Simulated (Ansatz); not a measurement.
# Hf8C: the cost of one run

Program: Ansatz 0.2.0. Level of theory: DFT PBE, scalar-relativistic, plane waves, PAW. These are calculated values, not measurements.

2 further runs of the same task are left out: 2 set aside as unsound or not needed.

## (1) The starting structure

It takes space group P6_3/mmc (No. 194, hexagonal). The conventional cell has a = 3.197 Å, b = 3.197 Å, c = 5.058 Å, α = 90.00°, β = 90.00°, γ = 120.00°. Around Hf (site symmetry -6m2) lie 12 Hf at 3.13 to 3.20 Å.

As a file:

```
CELL_PARAMETERS angstrom
3.19670 0.00000 0.00000
-1.59835 2.76842 0.00000
0.00000 0.00000 5.05780
ATOMIC_POSITIONS crystal
Hf 0.33333 0.66667 0.25000
Hf 0.66667 0.33333 0.75000
```

Source of the structure: the Crystallography Open Database.

## (6) Setting up the map

Atoms count from 1 in the order of the input.

C is moved over the surface cell; relaxed at each place: the height of the adsorbate's atoms; substrate rigid; the origin of the map has the adsorbate above Hf7.

First coordinate, position of C9 along the first surface vector, from above Hf7: 8 values from 0.000 to 0.875, periodic. Second coordinate, position of C9 along the second surface vector, from above Hf7: 8 values from 0.000 to 0.875, periodic.

Relaxed at each point: the height of the adsorbate's atoms; substrate rigid. Points are written as (first, second).

The two vectors of the plane (Å): (3.205, 0.000, 0.000); (0.000, 5.068, 0.000).

(The set-up runs are not shown.)

## (7) Grid point (0/8, 4/8) of the map's two axes

The input, input.yaml:

```yaml
crystal:
  lattice:
    - [6.4096340743, 0.0, 0.0]
    - [0.0, 5.0676933206, 0.0]
    - [0.0, 0.0, 18.9500687204]
  atoms:
    - { symbol: Hf, position: [0.0, 0.75, 0.2110810287] }
    - { symbol: Hf, position: [0.5, 0.75, 0.2110810287] }
    - { symbol: Hf, position: [0.25, 0.25, 0.2599014843] }
    - { symbol: Hf, position: [0.75, 0.25, 0.2599014843] }
    - { symbol: Hf, position: [0.25, 0.75, 0.3455348617] }
    - { symbol: Hf, position: [0.75, 0.75, 0.3455348617] }
    - { symbol: Hf, position: [0.0, 0.25, 0.3931420424] }
    - { symbol: Hf, position: [0.5, 0.25, 0.3931420424] }
    - { symbol: C, position: [0.0, 0.75, 0.4216379813] }
basis:
  ecutwfc: 420
kpoints:
  mp_grid: { grid: [4, 5, 1] }
hamiltonian:
  xc: pbe
scf:
  occupations: { method: gaussian, width: 0.1 }
output:
  forces: true
  eigenvalues: true
  write_density: true
  write_potential: true
  elf: true
  volumetric_format: npy
relax:
  adjacent_minimum: "off"
  f_tol: 0.025
  max_steps: 16
  constraints: [{ sites: [0, 1, 2, 3, 4, 5, 6, 7] }, { sites: [8], fix: xy }]
efield:
  axis: 3
  dipole_correction: true
  ramp_width: 0.04
```

The run is started by

```
$ ansatz run input.yaml --threads 4 --pin off --max-ram 12288MiB --backend cpu --events-out ev --progress --plain --runs-dir out
```

What time and memory should one allow on 4 threads of Intel Xeon 6975P-C (Granite Rapids), shared host?

About 30 s, with a peak of 2 GiB.
